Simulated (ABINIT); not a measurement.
Runs of ABINIT 10.8.3 (patched build) on ScAl3. The structure is cubic, space group Pm-3m (No. 221). Conventional cell: a = 4.088 Å, b = 4.088 Å, c = 4.088 Å, α = 90.00°, β = 90.00°, γ = 90.00°. Around Sc (site symmetry m-3m) lie 12 Al at 2.89 Å. Al (site symmetry 4/mmm) is surrounded by 4 Sc at 2.89 Å and 8 Al at 2.89 Å. The cell is a database's computed one.

```csv
task,level,potentials or basis,k mesh,cutoff (eV),fine-grid cutoff,mesh quality,gap on the mesh (eV),pressure (GPa)
band structure,PBEsol,PseudoDojo NC SR PBEsol v0.4 stringent,7 × 7 × 7,1061,-,not flagged,none,(b)
band structure,HCTH407,JTH PAW PBE v2.0,7 × 7 × 7,544,1088.46 eV,not flagged,none,-5.7
single point,r2SCAN,JTH PAW PBE v2.0,3 × 3 × 3,653,1251.72 eV,coarse,none,0.1
single point,PBEsol,JTH PAW PBE v2.0,3 × 3 × 3,544,1088.46 eV,coarse,none,-0.9
band structure,LDA-PZ,JTH PAW LDA v2.0,7 × 7 × 7,544,1088.46 eV,not flagged,none,-3.7
single point,LDA,JTH PAW LDA v2.0,6 × 6 × 6,544,1088.46 eV,not flagged,none,(a)
```

Alike in all rows: no spin polarisation; cell as given; smearing fermi-dirac 0.05 eV.

Problem. Fill in the values left out.

Solution. (a) -3.8; (b) -1.2.

Caveats: some runs use coarse meshes; the PAW data sets were made with another functional, which shifts forces and pressure a little (some runs).

A gap of «none» marks a metal or a gap under the smearing width.

Runs at the PBE level aren't shown here.
